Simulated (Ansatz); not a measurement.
**SnO: an axial (c/a) deformation path**

The task here is to estimate one member of a computed series from the others.

Program: Ansatz 0.2.0. Level of theory: DFT PBEsol+D3(BJ), scalar-relativistic, plane waves, PAW. These are calculated values, not measurements.

**Starting point**

Symmetry: Pmn2_1, No. 31, orthorhombic system. Conventional cell: a = 3.355 Å, b = 5.674 Å, c = 4.222 Å, α = 90.00°, β = 90.00°, γ = 90.00°. Sn (site symmetry m) has 3 O at 2.15 to 2.16 Å in its first shell of neighbours. O (site symmetry m) is surrounded by 3 Sn at 2.15 to 2.16 Å.

Structure file:

```cif
data_structure
_symmetry_space_group_name_H-M 'P 1'
_symmetry_Int_Tables_number 1
_cell_length_a 3.3550
_cell_length_b 5.6741
_cell_length_c 4.2220
_cell_angle_alpha 90.000
_cell_angle_beta 90.000
_cell_angle_gamma 90.000
_cell_volume 80.37
loop_
_atom_site_label
_atom_site_type_symbol
_atom_site_fract_x
_atom_site_fract_y
_atom_site_fract_z
_atom_site_occupancy
Sn1 Sn 0.00000 0.23191 0.51314 1
Sn2 Sn 0.50000 0.76809 0.01314 1
O1 O 0.00000 0.89125 0.73686 1
O2 O 0.50000 0.10875 0.23686 1
```

It goes back to an entry of the Materials Project, which need not be the stable form.

The cell is taken as given, not relaxed at this level.

The first run:

input.yaml reads:

```yaml
crystal:
  lattice:
    - [3.355005, 0.0, 0.0]
    - [0.0, 5.674104, 0.0]
    - [0.0, 0.0, 4.22197]
  atoms:
    - { symbol: Sn, position: [0.0, 0.231909, 0.513144] }
    - { symbol: Sn, position: [0.5, 0.768091, 0.013144] }
    - { symbol: O, position: [0.0, 0.89125, 0.736857] }
    - { symbol: O, position: [0.5, 0.10875, 0.236857] }
basis:
  ecutwfc: 420
kpoints:
  mp_grid: { grid: [10, 6, 8] }
hamiltonian:
  xc: pbesol
  dispersion: d3bj
scf:
  occupations: { method: gaussian, width: 0.05 }
output:
  forces: true
  stress: true
  eigenvalues: true
```

On the command line:

```bash
$ ansatz run input.yaml --threads 1 --pin off --max-ram 2560MiB --backend cpu --events-out ev --progress --plain --runs-dir out
```

Steps of the session up to this table: Zero of the scan; Point ρ = 0.850; ρ = 1.200; Point ρ = 0.920; ρ = 1.100; Point ρ = 0.960; ρ = 1.050; ρ = 0.800; ρ = 1.300.

One of the session's tables, all rows but one given; the rest of the session is left out.

The scan, with free energies counted from the undisturbed cell:

| ρ | ΔE (meV/atom) | pressure (GPa) | gap on the mesh (eV) |
| --- | --- | --- | --- |
| 0.800 | 62.7 | -8.6 | 1.17 |
| 0.850 | 34.6 | -7.3 | 1.25 |
| 0.920 | 11.2 | -5.9 | 1.35 |
| 0.960 | 3.8 | -5.2 | 1.31 |
| 1.000 | 0.0 | -4.6 | 1.30 |
| 1.050 | -0.3 | -4.0 | 1.28 |
| 1.100 | 4.0 | -3.5 | 1.24 |
| 1.200 | ? | ? | ? |
| 1.300 | 63.3 | -2.4 | 1.06 |

**Question.** Estimate the row for ρ = 1.200.

Worked estimate for «ΔE (meV/atom)». A straight line through the neighbours (1.100, 4.0) and (1.300, 63.3) gives 4.0 + (63.3 − 4.0) × (1.200 − 1.100) / (1.300 − 1.100) = 33.6; a parabola fitted to 3 rows on both sides gives 25.2.

The run gave: ΔE (meV/atom): 25.5; pressure (GPa): -2.8; gap on the mesh (eV): 1.13. In «ΔE (meV/atom)» the line misses by +8.1 and the parabola by -0.3.
